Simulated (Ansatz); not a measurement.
Energy landscape near a AlN structure

These are results of DFT PBEsol, scalar-relativistic, plane waves, PAW in Ansatz 0.2.0, not measurements.

Settings: cutoff 420 eV, Γ-centred mesh 10×10×10 on the computed 2-atom cell, Gaussian smearing of 0.02 eV; no spin polarisation.

Reference cell:

```
CELL_PARAMETERS angstrom
0.00000 2.03452 2.03452
2.03452 0.00000 2.03452
2.03452 2.03452 0.00000
ATOMIC_POSITIONS crystal
Al 0.50000 0.50000 0.50000
N 0.00000 0.00000 0.00000
```

Each variant moves atoms of this cell by the vectors given, if any (Å), and then applies a symmetric strain (tensor components, Cartesian axes). The reference cell isn't relaxed at this level. Energies are per atom at zero smearing, counted from the lowest variant. Pressure is positive in compression.

1. strain (xx yy zz yz xz xy, %) -3.57 -3.57 2.43 0.00 0.00 0.00
2. no strain; moves: Al1 (0.000, 0.045, 0.000)
3. strain (xx yy zz yz xz xy, %) 1.94 1.94 1.94 0.00 0.00 0.00
4. strain (xx yy zz yz xz xy, %) 2.93 2.93 2.93 -2.00 2.00 -2.00; moves: Al1 (-0.017, 0.017, -0.017); N2 (0.017, -0.017, 0.017)
5. strain (xx yy zz yz xz xy, %) 2.65 2.65 2.65 -4.00 4.00 -4.00; moves: Al1 (0.087, -0.087, 0.087); N2 (-0.087, 0.087, -0.087)
6. strain (xx yy zz yz xz xy, %) -3.55 -3.55 -3.55 0.00 0.00 0.00

Problem. Order the variants by energy, lowest first.

Solution. 2 (0.0 meV/atom), 1 (21.1 meV/atom), 3 (31.3 meV/atom), 6 (53.8 meV/atom), 4 (100.7 meV/atom), 5 (269.9 meV/atom).

Problem. Order them by pressure, highest first.

Solution. 6 (28.51 GPa), 1 (10.56 GPa), 5 (-4.00 GPa), 2 (-4.16 GPa), 3 (-17.05 GPa), 4 (-21.21 GPa).

This rock-salt form isn't the usual stable structure of the compound.